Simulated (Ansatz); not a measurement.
# ZnSe: equation of state

The task here is to estimate one member of a computed series from the others.

Program: Ansatz 0.2.0. Level of theory: DFT LDA, scalar-relativistic. These are calculated values, not measurements.

### The system as given

Symmetry: F-43m, No. 216, cubic system. The conventional cell has a = 5.668 Å, b = 5.668 Å, c = 5.668 Å, α = 90.00°, β = 90.00°, γ = 90.00°. Zn (site symmetry -43m) has 4 Se at 2.45 Å as nearest neighbours. Around Se (site symmetry -43m) lie 4 Zn at 2.45 Å.

Structure file:

```
Zn Se
1.0
     0.00000    2.83380    2.83380
     2.83380    0.00000    2.83380
     2.83380    2.83380    0.00000
Zn Se
1 1
Cartesian
  0.0000 0.0000 0.0000
  4.2507 4.2507 4.2507
```

Atoms are numbered in the order of the input: Zn1, Se2.

The first run:

Input file input.yaml:

```yaml
crystal:
  lattice:
    - [0.0, 2.7759511149, 2.7759511149]
    - [2.7759511149, 0.0, 2.7759511149]
    - [2.7759511149, 2.7759511149, 0.0]
  atoms:
    - { symbol: Zn, position: [0.0, 0.0, 0.0] }
    - { symbol: Se, position: [0.75, 0.75, 0.75] }
kpoints:
  mp_grid: { grid: [8, 8, 8] }
  band_path:
    path:
      - [0.0, 0.0, 0.0]
      - [-0.5, -0.5, 0.0]
      - [-0.375, -0.375, 0.25]
      - [-0.375, 0.0, 0.375]
      - [0.0, 0.0, 0.0]
      - [0.0, 0.0, 0.5]
      - [-0.5, -0.25, 0.25]
      - [-0.5, -0.5, 0.0]
    npoints: 5
scf:
  occupations: { method: fermi_dirac, width: 0.03 }
hamiltonian:
  xc: lda
  pseudopotentials: { kind: all_electron, lapw: { basis_error: 0.00025 } }
output:
  forces: true
  stress: true
  eigenvalues: true
```

On the command line:

```console
$ ansatz run input.yaml --threads 1 --pin off --max-ram 3072MiB --backend cpu --events-out ev --progress --plain --runs-dir out
```

Among the steps run: Volume × 0.94, LAPW; Volume × 0.94, PAW; Volume × 0.94, crystal datasets; Volume × 0.98, LAPW; Volume × 0.98, PAW; Volume × 0.98, crystal datasets; Volume × 1.01, LAPW; Volume × 1.01, PAW; Volume × 1.01, crystal datasets; Volume × 1.04, LAPW; Volume × 1.04, PAW; Volume × 1.04, crystal datasets.

One of the session's tables, all rows but one given; the rest of the session is left out.

```
          method  volume (Å³/atom)  pressure (GPa)  gap on the k mesh (eV)
            LAPW            21.391            0.63                    1.29
            LAPW            22.301           -2.19                    1.11
            LAPW            22.984           -3.92                    0.99
            LAPW            23.667           -5.36                    0.88
             PAW            21.391            0.61                    1.28
             PAW            22.301               ?                       ?
             PAW            22.984           -3.94                    0.99
             PAW            23.667           -5.38                    0.88
crystal datasets            21.391            0.63                    1.29
crystal datasets            22.301           -2.19                    1.11
crystal datasets            22.984           -3.92                    0.99
crystal datasets            23.667           -5.36                    0.88
```

**Question.** Estimate the row for PAW, 22.301.

The run gave: pressure (GPa): -2.21; gap on the k mesh (eV): 1.11. In the column «pressure (GPa)» it lies between crystal datasets, 22.984 (-3.92) and LAPW, 22.301 (-2.19).

Limits of these values: Warnings in the runs' records: crystal datasets made.
